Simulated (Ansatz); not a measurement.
## Ca under changes of volume

One of the cells (43.632 Å³/atom); the others are scaled copies at fixed shape and fractional positions:

```
CELL_PARAMETERS angstrom
0.00000 2.79420 2.79420
2.79420 0.00000 2.79420
2.79420 2.79420 0.00000
ATOMIC_POSITIONS crystal
Ca 0.00000 0.00000 0.00000
```

| Property | Result |
| --- | --- |
| Program | Ansatz 0.2.0 |
| Functional | PBEsol |
| Potentials or basis | Ansatz PAW |
| Cutoff | 420 eV (not typed: the program's choice for these potentials) |
| k mesh | 8 × 8 × 8 |
| Occupations | fermi-dirac, width 0.05 eV |
| Spin | no spin polarisation |

| volume (Å³/atom) | energy over the lowest point (meV/atom) | pressure (GPa) |
| --- | --- | --- |
| 41.014 | 0.00 | -0.2 |
| 41.886 | 2.19 | -0.6 |
| 42.759 | 6.21 | -0.9 |
| 43.632 | ? | ? |
| 44.504 | 19.08 | -1.4 |
| 45.377 | 27.66 | -1.7 |
| 46.250 | 37.49 | -1.9 |

What does the run at 43.632 Å³/atom give?

Energy over the lowest point 11.89 meV/atom; pressure -1.2 GPa.

Worked out: A Birch-Murnaghan fit of order 3 (a polynomial in V^(-2/3)) to the other rows has its minimum at 40.50 Å³/atom, just outside them, with B0 = V·E''(V) = 18.1 GPa and B' = 3.4. It gives 11.89 meV/atom at 43.632 Å³/atom, against the run's 11.89, and -dE/dV = -1.2 GPa, against -1.2.

Energies are extrapolated to zero smearing.

Caveats: the PAW data sets come from PBE, with cores solved anew for the run's functional, which leaves a small shift of forces and pressure.
